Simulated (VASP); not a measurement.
MgO:

```
Mg O
1.0
     2.93802    0.00000    0.00000
    -1.46901    2.54440    0.00000
     0.00000    0.00000    2.67968
Mg O
1 1
Direct
  0.00000 0.00000 0.00000
  0.33333 0.66667 0.50000
```

Measurements of this composition are mostly on another form, of space group No. 225.

| Quantity | Value |
| --- | --- |
| Program | VASP 6.6.1 |
| Task | relaxation of cell and atoms |
| Functional | r2SCAN50 |
| Potentials or basis | VASP PAW PBE potentials, release 64 (Mg, O) |
| Cutoff | 600 eV |
| k mesh | 5 × 5 × 5 |
| Occupations | gaussian, width 0.05 eV |
| Spin | no spin polarisation |

At the start: pressure -12.4 GPa; volume 10.02 Å³/atom.

Task: How do energy, volume and symmetry change on relaxing?

Result: Over 5 steps the energy falls by 32.6 meV/atom and the volume is 9.23 Å³/atom (-7.9 %); space group P-6m2 (No. 187, to 0.05 Å).

Step by step:
```csv
step,energy change (eV),largest force (eV/Å),pressure (GPa),volume (Å³)
1,0.0000,0.0000,-12.39,20.03
2,-0.0509,0.0000,6.58,17.87
3,-0.0641,0.0000,-0.23,18.50
4,-0.0647,0.0000,0.15,18.43
5,-0.0651,0.0000,0.02,18.46
```

Final structure:
```yaml
crystal:
  lattice:
    - [2.85835, 0.00000, 0.00000]
    - [-1.42918, 2.47541, 0.00000]
    - [0.00000, 0.00000, 2.60855]
  atoms:
    - { symbol: Mg, position: [0.00000, 0.00000, 0.00000] }
    - { symbol: O, position: [0.33333, 0.66667, 0.50000] }
```

Caveat: the k mesh is coarse (spacing up to 0.49 Å⁻¹), so the values aren't converged, least of all with exact exchange; the PAW data sets were made with another functional, which shifts forces and pressure a little.
